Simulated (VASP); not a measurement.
# Cu (Fm-3m) in VASP: notebook, part 2 of 2

VASP 6.6.1.

## (3) Phonon dispersion, PBE

This run uses another cell than the first one: it holds 27 atoms, not 1.

File INCAR:

```
SYSTEM = Cu
PREC = Accurate
ENCUT = 520
EDIFF = 1E-7
ISMEAR = 1
SIGMA = 0.1
LREAL = Auto
LASPH = .True.
NELM = 80
ALGO = Normal
ISIF = 2
LWAVE = .False.
LCHARG = .False.
GGA = PE
KPAR = 4
IBRION = 6
NFREE = 2
POTIM = 0.015
NSW = 1
LPHON_DISPERSION = .True.
PHON_NWRITE = -3
```

File KPOINTS:

```
Automatic mesh
0
Gamma
  4 4 4
  0 0 0
```

File POSCAR:

```
Cu
1.0
    0.0000000000      5.4225000000      5.4225000000
    5.4225000000      0.0000000000      5.4225000000
    5.4225000000      5.4225000000      0.0000000000
Cu
27
Direct
    0.0000000000      0.0000000000      0.0000000000
    0.0000000000      0.0000000000      0.3333333333
    0.0000000000      0.0000000000      0.6666666667
    0.0000000000      0.3333333333      0.0000000000
    0.0000000000      0.3333333333      0.3333333333
    0.0000000000      0.3333333333      0.6666666667
    0.0000000000      0.6666666667      0.0000000000
    0.0000000000      0.6666666667      0.3333333333
    0.0000000000      0.6666666667      0.6666666667
    0.3333333333      0.0000000000      0.0000000000
    0.3333333333      0.0000000000      0.3333333333
    0.3333333333      0.0000000000      0.6666666667
    0.3333333333      0.3333333333      0.0000000000
    0.3333333333      0.3333333333      0.3333333333
    0.3333333333      0.3333333333      0.6666666667
    0.3333333333      0.6666666667      0.0000000000
    0.3333333333      0.6666666667      0.3333333333
    0.3333333333      0.6666666667      0.6666666667
    0.6666666667      0.0000000000      0.0000000000
    0.6666666667      0.0000000000      0.3333333333
    0.6666666667      0.0000000000      0.6666666667
    0.6666666667      0.3333333333      0.0000000000
    0.6666666667      0.3333333333      0.3333333333
    0.6666666667      0.3333333333      0.6666666667
    0.6666666667      0.6666666667      0.0000000000
    0.6666666667      0.6666666667      0.3333333333
    0.6666666667      0.6666666667      0.6666666667
```

File QPOINTS:

```
path GXWKGLUWLK,UX
8
line-mode
reciprocal
 0.0000000000  0.0000000000  0.0000000000  G
 0.5000000000  0.0000000000  0.5000000000  X

 0.5000000000  0.0000000000  0.5000000000  X
 0.5000000000  0.2500000000  0.7500000000  W

 0.5000000000  0.2500000000  0.7500000000  W
 0.3750000000  0.3750000000  0.7500000000  K

 0.3750000000  0.3750000000  0.7500000000  K
 0.0000000000  0.0000000000  0.0000000000  G

 0.0000000000  0.0000000000  0.0000000000  G
 0.5000000000  0.5000000000  0.5000000000  L

 0.5000000000  0.5000000000  0.5000000000  L
 0.6250000000  0.2500000000  0.6250000000  U

 0.6250000000  0.2500000000  0.6250000000  U
 0.5000000000  0.2500000000  0.7500000000  W

 0.5000000000  0.2500000000  0.7500000000  W
 0.5000000000  0.5000000000  0.5000000000  L

 0.5000000000  0.5000000000  0.5000000000  L
 0.3750000000  0.3750000000  0.7500000000  K

 0.6250000000  0.2500000000  0.6250000000  U
 0.5000000000  0.0000000000  0.5000000000  X
```

Potentials or basis: VASP PAW PBE potentials, release 64 (Cu).

Run with:

```
$ cat potpaw_PBE.64/Cu/POTCAR > POTCAR
$ mpirun -np 4 vasp_std > vasp.out
```

OUTCAR:

```text
SYSTEM = Cu
   PREC = Accurate
   ENCUT = 520
   EDIFF = 1E-7
   ISMEAR = 1
   LREAL = Auto
   LASPH = .True.
   NELM = 80
   ISIF = 2
   GGA = PE
   IBRION = 6
   NFREE = 2
   POTIM = 0.015
   NSW = 1

 ion  position               nearest neighbor table
   1  0.000  0.000  0.000-   2 2.56   3 2.56   4 2.56   6 2.56   7 2.56   8 2.56  10 2.56  12 2.56
                            16 2.56  19 2.56  20 2.56  22 2.56
   2  0.000  0.000  0.333-   1 2.56   4 2.56   5 2.56   8 2.56  10 2.56  11 2.56  17 2.56  20 2.56
                            23 2.56  21 2.56   9 2.56   3 2.56
   3  0.000  0.000  0.667-   1 2.56   6 2.56   7 2.56   9 2.56  12 2.56  18 2.56  19 2.56  21 2.56
                            24 2.56  11 2.56   5 2.56   2 2.56
   4  0.000  0.333  0.000-   1 2.56   2 2.56   5 2.56   6 2.56  10 2.56  13 2.56  15 2.56  22 2.56
                            23 2.56   9 2.56  25 2.56   7 2.56
   5  0.000  0.333  0.333-   2 2.56   4 2.56  11 2.56  13 2.56  14 2.56  23 2.56   3 2.56   7 2.56
                            24 2.56  26 2.56   6 2.56   8 2.56
   6  0.000  0.333  0.667-   1 2.56   3 2.56   4 2.56  12 2.56  15 2.56  22 2.56  24 2.56  14 2.56
                            27 2.56   5 2.56   8 2.56   9 2.56
   7  0.000  0.667  0.000-   1 2.56   3 2.56   8 2.56   9 2.56  16 2.56  18 2.56  19 2.56  25 2.56
                            26 2.56  13 2.56   5 2.56   4 2.56
   8  0.000  0.667  0.333-   1 2.56   2 2.56   7 2.56  16 2.56  17 2.56  20 2.56  26 2.56  14 2.56
                            27 2.56   6 2.56   5 2.56   9 2.56
   9  0.000  0.667  0.667-   3 2.56   7 2.56  18 2.56  21 2.56  25 2.56  27 2.56   4 2.56   2 2.56
[... 43 lines left out ...]
 A1 = (   0.0000000000,   5.4225000000,   5.4225000000)
 A2 = (   5.4225000000,   0.0000000000,   5.4225000000)
 A3 = (   5.4225000000,   5.4225000000,   0.0000000000)

Analysis of symmetry for initial positions (statically):
=====================================================================
 Subroutine PRICEL returns following result:

  LATTYP: Found a face centered cubic cell.
 ALAT       =     3.6149999996
[... 316 lines left out ...]
      3       1.5974      2.00000
      4       1.5974      2.00000
      5       1.5989      2.00000
      6       1.5991      2.00000
[... 2108 lines left out ...]
    159       9.6652      0.00000
    160       9.8855      0.00000
 [bands above 160 left out]

------------------------ aborting loop because EDIFF is reached ----------------------------------------

  FORCE on cell =-STRESS in cart. coord.  units (eV):
  Direction    XX          YY          ZZ          XY          YZ          ZX
  --------------------------------------------------------------------------------------
  -------------------------------------------------------------------------------------
  Total        4.3268628      4.3274955      4.3274955      0.0000000      0.0000000     -0.0000000
  in kB       21.7397741     21.7429530     21.7429530      0.0000000      0.0000000     -0.0000000
  external PRESSURE =      21.7418933 kB  Pullay stress =       0.0000000 kB
[... 42 lines left out ...]
  FREE ENERGIE OF THE ION-ELECTRON SYSTEM (eV)
  ---------------------------------------------------
  free  energy   TOTEN  =      -100.5283700962 eV

  energy  without entropy=     -100.5365923818  energy(sigma->0) =     -100.53111086

 INTERNAL STRAIN TENSORS FROM DISPLACED ATOMS
 ============================================

 INTERNAL STRAIN TENSOR FOR ION    1 for displacements in x,y,z  (eV/Angst):
          X           Y           Z          XY          YZ          ZX
  --------------------------------------------------------------------------------
  x    -0.00000     0.00000     0.00000    -0.00000     0.00000    -0.00000
  y     0.00000    -0.00000     0.00000    -0.00000    -0.00000     0.00000
  z     0.00000     0.00000    -0.00000     0.00000    -0.00000    -0.00000
[... 8 lines left out ...]
 INTERNAL STRAIN TENSOR FOR ION   27 for displacements in x,y,z  (eV/Angst):
          X           Y           Z          XY          YZ          ZX
  --------------------------------------------------------------------------------
  x    -0.00000     0.00000     0.00000    -0.00000     0.00000    -0.00000
  y     0.00000    -0.00000     0.00000    -0.00000    -0.00000     0.00000
  z     0.00000     0.00000    -0.00000     0.00000    -0.00000    -0.00000

 Eigenvectors and eigenvalues of the dynamical matrix
   1 f  =    6.598780 THz    41.461359 2PiTHz  220.111616 cm-1    27.290350 meV
   2 f  =    6.598780 THz    41.461359 2PiTHz  220.111616 cm-1    27.290350 meV
   3 f  =    6.598780 THz    41.461359 2PiTHz  220.111616 cm-1    27.290350 meV
   4 f  =    6.598780 THz    41.461359 2PiTHz  220.111616 cm-1    27.290350 meV
   5 f  =    6.598780 THz    41.461359 2PiTHz  220.111616 cm-1    27.290350 meV
   6 f  =    6.598780 THz    41.461359 2PiTHz  220.111616 cm-1    27.290350 meV
[... 22 lines left out ...]
  29 f  =    6.252119 THz    39.283223 2PiTHz  208.548246 cm-1    25.856675 meV
  30 f  =    6.252119 THz    39.283223 2PiTHz  208.548246 cm-1    25.856675 meV

 ELASTIC MODULI CONTR FROM IONIC RELAXATION (kBar)
 Direction    XX          YY          ZZ          XY          YZ          ZX
 --------------------------------------------------------------------------------
 XX           0.0000     -0.0000     -0.0000      0.0000      0.0000      0.0000
 YY          -0.0000     -0.0000      0.0000     -0.0000     -0.0000      0.0000
 ZZ          -0.0000      0.0000      0.0000     -0.0000      0.0000     -0.0000
 XY           0.0000     -0.0000     -0.0000      0.0000     -0.0000     -0.0000
 YZ           0.0000      0.0000     -0.0000     -0.0000     -0.0000     -0.0000
 ZX           0.0000      0.0000     -0.0000      0.0000     -0.0000     -0.0000
 --------------------------------------------------------------------------------
[... 633 lines left out ...]
 q-point No.           q_x           q_y           q_z  q-path length
          80      0.500000      0.000000      0.500000       1.775712
  frequencies
   [THz]           5.204133      5.204133      7.455848
   [2Pi THz]      32.698534     32.698534     46.846474
   [cm-1]        173.591204    173.591204    248.700316
   [meV]          21.522557     21.522557     30.834895
```

OSZICAR:

```text
N       E                     dE             d eps       ncg     rms          rms(c)
DAV:   1     0.336610042658E+04    0.33661E+04   -0.11655E+05  2848   0.299E+03
DAV:   2     0.558597392562E+03   -0.28075E+04   -0.27199E+04  2848   0.661E+02
DAV:   3    -0.672977043699E+02   -0.62590E+03   -0.58930E+03  2848   0.308E+02
DAV:   4    -0.123471584349E+03   -0.56174E+02   -0.52903E+02  3024   0.121E+02
[... 29 lines left out ...]
DAV:   5    -0.100528379930E+03    0.22728E-03   -0.76041E-04  7048   0.261E-01    0.273E-02
DAV:   6    -0.100528374041E+03    0.58885E-05   -0.75809E-05  5186   0.221E-01    0.170E-02
DAV:   7    -0.100528370681E+03    0.33599E-05   -0.22898E-05  5436   0.906E-02    0.867E-03
DAV:   8    -0.100528370126E+03    0.55506E-06   -0.98021E-06  6646   0.248E-02    0.304E-03
DAV:   9    -0.100528370096E+03    0.29839E-07   -0.93592E-07  5152   0.138E-02
   3 F= -.10052837E+03 E0= -.10053111E+03  d E =0.822229E-02
```

stdout:

```text
POSCAR found type information on POSCAR Cu
 POSCAR found :  1 types and      27 ions
 scaLAPACK will be used
 LDA part: xc-table for (Slater+PW92), standard interpolation
 POSCAR, INCAR and KPOINTS ok, starting setup
 FFT: planning ... GRIDC
 FFT: planning ... GRID_SOFT
 FFT: planning ... GRID
 WAVECAR not read
 entering main loop
 Found     1 degrees of freedom:
 Finite differences POTIM= 0.01500 DOF=   1
 bond charge predicted
 Finite differences progress:
 bond charge predicted
 Finite differences progress:
```

Run time: 19 min. Hardware: 4 MPI ranks of Intel Xeon 6975P-C (Granite Rapids), shared host; peak memory 0.98 GiB.

Results:

* Highest phonon frequency: 251 cm⁻¹

Phonon frequencies in cm⁻¹ (negative: imaginary):
```csv
q point,frequencies
"(0.000, 0.000, 0.000)",0 0 0
"(0.500, 0.000, 0.500)",174 174 249
"(0.500, 0.214, 0.714)",169 200 217
"(0.411, 0.339, 0.750)",157 199 223
"(0.161, 0.161, 0.321)",83 120 177
"(0.214, 0.214, 0.214)",77 77 161
"(0.536, 0.429, 0.536)",117 129 246
"(0.607, 0.250, 0.643)",156 199 224
"(0.500, 0.250, 0.750)",168 208 208
"(0.500, 0.500, 0.500)",110 110 251
"(0.393, 0.393, 0.714)",149 198 222
"(0.536, 0.071, 0.536)",172 176 247
```

Phonon frequencies at the corners of the path (cm⁻¹, interpolated; i marks imaginary ones):
| point | frequencies |
| --- | --- |
| Γ | 0 0 0 |
| X | 174 174 249 |
| W | 168 208 208 |
| K | 155 199 225 |
| L | 110 110 251 |
| U | 155 199 225 |
